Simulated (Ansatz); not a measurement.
Debugging a scan of one input key of TaC, space group Fm-3m (Ansatz 0.2.0 through its Python package).

`edit_tac.py`
```python
import ansatz as az
import numpy as np

FUNCTIONAL = "pbe"
K_SPACING = 0.26
WIDTH_EV = 0.1


def main() -> None:
    vectors = np.array([
        [0.0, 2.223, 2.223],
        [2.223, 0.0, 2.223],
        [2.223, 2.223, 0.0],
    ])
    cell = (
        az.Lattice.of(vectors)
        .atom("Ta", [0.0, 0.0, 0.0])
        .atom("C", [0.5, 0.5, 0.5])
    )

    setup = (
        cell.calculation()
        .functional(FUNCTIONAL)
        .basis(40 * az.bohr)
        .kpoints(spacing=K_SPACING)
        .occupations(az.OccupationsMethod.FERMI_DIRAC, width=WIDTH_EV)
        .band_table()
    )
    typed = setup.input()
    rows = []
    for value in [0.1, 0.3, 0.6]:
        edited = typed.set(az.key.scf.mixing.beta, value)
        report = az.Session.from_dict(edited).plan().execute().report
        rows.append((value, report["free_energy_ev"], report["n_iterations"], len(report["eigenvalues_ev"][0]) if "eigenvalues_ev" in report else 0))
    lines = [",".join(["beta", "F eV", "iterations", "bands listed"])] + [",".join(f"{v:.4f}" if isinstance(v, float) else str(v) for v in row) for row in rows]
    print("\n".join(lines))
    with open("edit.csv", "w") as handle:
        handle.write("\n".join(lines) + "\n")


if __name__ == "__main__":
    main()
```

```console
$ python edit_tac.py
Traceback (most recent call last):
  File "edit_tac.py", line 42, in <module>
    main()
    ~~~~^^
  File "edit_tac.py", line 24, in main
    .basis(40 * az.bohr)
     ~~~~~^^^^^^^^^^^^^^
  ...
ansatz.errors.InputError: .basis: cutoff is an energy (a number in eV, or e.g. 30 * az.Ry), got a length: Length(angstrom=21.167088436119997)
$ echo $?
1
```
(Library frames cut from the traceback.)

Why does it end like this?

The fault: the cutoff is given as a length, not an energy. The change:

```diff
--- before
+++ after
@@ -23,3 +23,3 @@
         .functional(FUNCTIONAL)
-        .basis(40 * az.bohr)
+        .basis(16 * az.Ha)
         .kpoints(spacing=K_SPACING)
```

The mended script runs so:

Output of `python edit_tac.py`:
```text
beta,F eV,iterations,bands listed
0.1000,-10184.3948,6,17
0.3000,-10184.3948,6,17
0.6000,-10184.3948,6,17
```

What to keep in mind:
- Total energies depend on the potentials; only differences at equal settings carry meaning. A total without «per atom» is that of the cell as typed.
- The mesh is modest for a metal, so energies can be off by several to tens of meV an atom and pressures by half a GPa or more; differences at equal mesh fare better.
- Of the deposited cell: the entry's cell lengths or inner coordinates differ somewhat from later room-temperature determinations.
- Spin-orbit coupling, which matters for elements this heavy, is left out.
- The structure is a deposited one; some such entries were measured under pressure or heat, so a shift against it needn't be the functional's error alone.
- Wall time of the script: 3 s on 1 thread of Arm Neoverse V2 (shared host), peak memory 0.34 GiB.

(Lines on the test bed's own set-up are left out of the output.)
